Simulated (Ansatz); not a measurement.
What a trial cell of W relaxes into

Method: DFT PBE, scalar-relativistic, plane waves, PAW (Ansatz 0.2.0). Cutoff 420 eV, Γ-centred k mesh, Gaussian smearing, no spin polarisation in the final step.

A relaxed cell is given with its space group left out.

```
CELL_PARAMETERS angstrom
0.00000 2.69812 4.53333
1.34700 0.00000 4.53333
1.34700 2.69812 0.00000
ATOMIC_POSITIONS crystal
W 0.00000 0.00000 0.00000
W 0.25000 0.25000 0.25000
```

Energies count from the standard state of W at the same level.

(1) What space group does it have?

(2) How far above the standard state of W does it lie?

(3) Is it a metal?

Results:

(1) Fddd (No. 70). Conventional cell: a = 2.694 Å, b = 5.396 Å, c = 9.067 Å. W has 6 W at 2.69–2.72 Å, 4 W at 3.02 Å and 4 W at 3.32 Å.

(2) 0.29 eV/atom.

(3) Yes, bands cross the Fermi level on the 24×24×24 mesh.

The final run used a 24×24×24 mesh on its 2-atom cell and 0.10 eV smearing. The k mesh leaves about 4 meV/atom of noise in metals. Spin–orbit coupling is left out. The cell came from a trial start, so W may not exist in this structure.